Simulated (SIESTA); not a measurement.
**Ni under changes of volume**

One of the cells (10.702 Å³/atom); the others are scaled copies at fixed shape and fractional positions:

```
Ni
1.0
     0.00000    1.74908    1.74908
     1.74908    0.00000    1.74908
     1.74908    1.74908    0.00000
Ni
1
Direct
  0.00000 0.00000 0.00000
```

```yaml
Program: SIESTA 5.4.2
Functional: PBE
Potentials_or_basis: PseudoDojo 0.4 standard (PBE files)
Basis: DZP (energy shift 0.002 Ry)
Grid_cutoff: 800 Ry
Energy_shift: 0.002 Ry
k_mesh: 13 × 13 × 13
Occupations: fermi-dirac, width 0.05 eV
Spin: collinear spin, ferromagnetic start
Starting_moments: "[1.0] μB"
```

```tsv
volume (Å³/atom)	energy over the lowest point (meV/atom)	pressure (GPa)
9.862	65.51	24.8
10.072	38.79	16.9
10.282	20.15	12.1
10.702	0.03	3.0
10.912	0.00	-2.2
11.122	?	?
```

Problem. What does the run at 11.122 Å³/atom give?

Solution. Energy over the lowest point 5.21 meV/atom; pressure -5.3 GPa.

Worked out: A Birch-Murnaghan fit of order 3 (a polynomial in V^(-2/3)) to the other rows has its minimum at 10.82 Å³/atom with B0 = V·E''(V) = 238 GPa (rough, since the energies scatter). It gives 5.48 meV/atom at 11.122 Å³/atom, against the run's 5.21, and -dE/dV = -6.5 GPa, against -5.3.

Energies are extrapolated to zero smearing.

Caveats: semicore shells carry a single zeta, which can move pressures by several GPa and volumes by a few percent; the basis of atomic orbitals isn't converged, which shifts pressures, moduli and gaps.
